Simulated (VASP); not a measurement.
MgSe:

```xyz
2
Lattice="0.0000 2.7255 2.7255 2.7255 0.0000 2.7255 2.7255 2.7255 0.0000" Properties=species:S:1:pos:R:3 pbc="T T T"
Se    2.7255    2.7255    2.7255
Mg    0.0000    0.0000    0.0000
```

Base run:

- Program: VASP 6.6.1
- Functional: HSE06
- Potentials or basis: VASP PAW PBE potentials, release 64 (Se, Mg)
- Cutoff: 520 eV
- k mesh: 6 × 6 × 6
- Occupations: gaussian, width 0.02 eV
- Spin: no spin polarisation

Its results: band gap on the k mesh 2.67 eV, indirect (least direct gap 3.60 eV); pressure 0.2 GPa.

Q: The run is repeated on the same cell with these changes: functional from HSE06 to PBE-EpsX; further incar settings from ALGO = Normal; EDIFF = 1e-06; NBANDS = 11 to ALGO = Normal; EDIFF = 1e-06. What comes out?

A: Band gap on the k mesh 2.71 eV, indirect (least direct gap 3.58 eV); pressure 0.9 GPa.

Caveats: the PAW data sets were made with another functional, which shifts forces and pressure a little.

Not every run made on this cell is shown here.
